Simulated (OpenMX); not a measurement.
LiCl:

```
CELL_PARAMETERS angstrom
0.00000 2.56477 2.56477
2.56477 0.00000 2.56477
2.56477 2.56477 0.00000
ATOMIC_POSITIONS crystal
Cl 0.50000 0.50000 0.50000
Li 0.00000 0.00000 0.00000
```

| Item | Value |
| --- | --- |
| Program | OpenMX 3.8.5 |
| Task | single point |
| Functional | PBE |
| Potentials or basis | OpenMX 2013 PBE set, Cl7.0-s2p2d1f1, Li8.0-s3p2, grid cutoff 300 Ry |
| k mesh | 9 × 9 × 9 |
| Occupations | fermi-dirac, width 0.05 eV |
| Spin | no spin polarisation |

On this cell: pressure 0.8 GPa; largest force zero by symmetry; band gap on the k mesh 6.47 eV, direct.

The same run follows on a disturbed copy (atoms moved at random, drawn with an rms of 0.05 Å):

```
CELL_PARAMETERS angstrom
0.00000 2.56477 2.56477
2.56477 0.00000 2.56477
2.56477 2.56477 0.00000
ATOMIC_POSITIONS crystal
Cl 0.49436 0.52009 0.48159
Li 0.00738 0.97728 0.00359
```

Problem. What changes?

Solution. The energy moves by +4.5 meV/atom; pressure 1.0 GPa; largest force 0.123 eV/Å; band gap on the k mesh 6.45 eV, direct.

Forces on the atoms (eV/Å):
```
Cl  -0.049  0.085 -0.070
Li   0.038 -0.099  0.063
```

The forces don't sum to zero, so they hold noise of the program's grid.

Caveats: an odd mesh through Γ misses points on the zone boundary, where band edges often lie; the basis of atomic orbitals isn't converged, which shifts pressures, moduli and gaps.
